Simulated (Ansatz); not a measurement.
## AlCu3: a phonon run with finite displacements of 0.003 Å in the cell itself

Method: DFT PBEsol, scalar-relativistic, plane waves, PAW (Ansatz 0.2.0).

Launched with:
```bash
ansatz run input.yaml --threads 1 --pin off --max-ram 3072MiB --backend cpu --events-out ev --progress --plain --runs-dir out
```

Input (bare energies are in eV):
```yaml
crystal:
  lattice:
    - [3.6324203548, 0.0, 0.0]
    - [0.0, 3.6324203548, 0.0]
    - [0.0, 0.0, 3.6324203548]
  atoms:
    - { symbol: Al, position: [0.0, 0.0, 0.0] }
    - { symbol: Cu, position: [0.5, 0.5, 0.0] }
    - { symbol: Cu, position: [0.5, 0.0, 0.5] }
    - { symbol: Cu, position: [0.0, 0.5, 0.5] }
basis:
  ecutwfc: 420
kpoints:
  mp_grid: { grid: [12, 12, 12] }
hamiltonian:
  xc: pbesol
scf:
  occupations: { method: fermi_dirac, width: 0.15 }
output:
  eigenvalues: true
phonons:
  method: fd
  amplitude: 0.003
  supercell: [1, 1, 1]
  dielectric: false
```

From the output:
```
--- Phonons: 2 displaced members + reference (amplitude 0.003 Å, Σ member SCF iterations 15) ---
  symmetry images taken by strict's conditions (phonons.symmetry_images: auto; settled by no image being taken that strict refuses)
  ASR residual: 1.256e-3 → 0.000e0 eV/Å²; symmetrization residual: 5.267e-5 eV/Å²
  largest component of a force at the reference: 9.0e-29 eV/Å
  ASR residual per site (eV/Å²): 3.46e-4 1.26e-3 1.26e-3 1.26e-3
  Γ frequencies (cm⁻¹): 0.00 0.00 0.00 164.89 164.89 164.89 198.61 198.61 198.61 303.17 303.17 303.17
  density of states and harmonic sums: on the 17×17×17 q-mesh, interpolated from the force constants of a 1×1×1 supercell (no non-analytic term)
  largest difference from the sums on the solved wave vectors: F 4.79e-1 eV, S 7.37e-4 and C_V 2.58e-4 eV/K
  zero-point energy: 0.141665 eV/cell skipped modes (ω ≤ 0): 3   left out of the sums: 5.09e-5 of the cell's modes: C_V's classical limit lies that fraction below 3 k_B per atom; for a crystal, a wire or a layer, F and S can be off by ...
```

Time: 93 s on 1 thread of AMD EPYC 7R32 (Zen 2), on a shared host, peak memory 0.93 GiB.

Beside the reference run (Plane waves to 420 eV; Γ-centred k mesh 12×12×12; Fermi-Dirac smearing of 0.15 eV. No spin polarisation. Phonons by linear response, acoustic sum rule imposed.), the optical modes at Γ (cm⁻¹, by rank, those that always equal the one before left out, no LO field; i marks imaginary):
```csv
setting,mode 1,mode 4,mode 7
reference run,165,199,303
finite displacements of 0.003 Å in the cell itself,165,199,303
```

In a metal, frequencies and elastic constants depend on the k mesh and the smearing, soft modes and shear constants most.